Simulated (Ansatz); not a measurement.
## Ta2N under changes of volume

One of the cells (13.622 Å³/atom); the others are scaled copies at fixed shape and fractional positions:

```
CELL_PARAMETERS angstrom
3.11286 0.00000 0.00000
-1.55643 2.69582 0.00000
0.00000 0.00000 4.86984
ATOMIC_POSITIONS crystal
Ta 0.33333 0.66667 0.25471
Ta 0.66667 0.33333 0.74529
N 0.00000 0.00000 0.00000
```

The cell comes from a database or a generator and needn't be the stable form of this composition.

```yaml
Program: Ansatz 0.2.0
Functional: LDA
Potentials_or_basis: all-electron LAPW, scalar-relativistic
Cutoff: 337 eV (chosen from the basis error)
Basis_error_allowed: 0.002 eV/atom
k_mesh: 10 × 10 × 6
Occupations: fermi-dirac, width 0.05 eV
Spin: no spin polarisation
```

| volume (Å³/atom) | energy over the lowest point (meV/atom) | pressure (GPa) | largest force (eV/Å) |
| --- | --- | --- | --- |
| 12.805 | 0.00 | 3.3 | 0.085 |
| 13.077 | ? | ? | ? |
| 13.350 | 10.86 | -9.2 | 0.337 |
| 13.622 | 31.13 | -14.5 | 0.446 |
| 13.895 | 59.89 | -19.2 | 0.546 |
| 14.167 | 96.26 | -23.4 | 0.636 |
| 14.439 | 139.43 | -27.2 | 0.719 |

Q: What does the run at 13.077 Å³/atom give?

A: Energy over the lowest point 0.12 meV/atom; pressure -3.3 GPa; largest force 0.217 eV/Å.

Worked out: A Birch-Murnaghan fit of order 3 (a polynomial in V^(-2/3)) to the other rows has its minimum at 12.94 Å³/atom with B0 = V·E''(V) = 313 GPa and B' = 4.2 at fixed shape and positions, which overstates the stiffness. It gives 0.12 meV/atom at 13.077 Å³/atom, against the run's 0.12, and -dE/dV = -3.3 GPa, against -3.3.

Energies are extrapolated to zero smearing.
